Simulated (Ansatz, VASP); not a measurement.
**One calculation of MoS2, two programs**

```xyz
3
Lattice="3.1252 0.0000 0.0000 -1.5626 2.7065 0.0000 0.0000 0.0000 30.0400" Properties=species:S:1:pos:R:3 pbc="T T T"
S     1.5626    0.9022    6.9986
S     1.5626    0.9022   10.1214
Mo    0.0000    1.8043    8.5600
```

Alike in both runs: functional PBEsol; dispersion D4; k mesh 12 × 12 × 1; occupations gaussian, width 0.03 eV; no spin polarisation.

Ansatz relaxed the structure, and its values are those at the end. VASP's run is a single point on that final structure, the one shown.

|  | VASP | Ansatz |
| --- | --- | --- |
| version | VASP 6.6.1 | Ansatz 0.2.0 |
| potentials or method | VASP PAW PBE potentials, release 64 (S, Mo_sv) | scalar-relativistic, plane waves, PAW |
| plane-wave cutoff (eV) | 520 | 420 |
| valence electrons in the cell | 26 | 26 |

|  | VASP | Ansatz | Ansatz less VASP |
| --- | --- | --- | --- |
| gap on the k mesh at the Fermi level (eV) | 1.87 | 1.86 | -0.005 |
| least direct gap on the mesh (eV) | 1.87 | 1.86 | -0.005 |

Ansatz warned: «pseudo_functional_mismatch».
